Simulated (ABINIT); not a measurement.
HgTe (Coloradoite):

```xyz
2
Lattice="0.0000 3.2145 3.2145 3.2145 0.0000 3.2145 3.2145 3.2145 0.0000" Properties=species:S:1:pos:R:3 pbc="T T T"
Hg    0.0000    0.0000    0.0000
Te    4.8217    4.8217    4.8217
```

Base run:

- Program: ABINIT 10.8.3 (patched build)
- Functional: RPBE
- Potentials or basis: JTH PAW PBE v2.0
- Cutoff: 626 eV
- k mesh: 7 × 7 × 7
- Occupations: fermi-dirac, width 0.05 eV
- Spin: no spin polarisation

Its results: band gap on the k mesh none (metal or under the smearing width); pressure 6.5 GPa.

Task: The run is repeated on the same cell with these changes: functional from RPBE to BLYP. What comes out?

Result: Band gap on the k mesh none (metal or under the smearing width); pressure 8.1 GPa.

Caveats: the PAW data sets were made with another functional, which shifts forces and pressure a little.
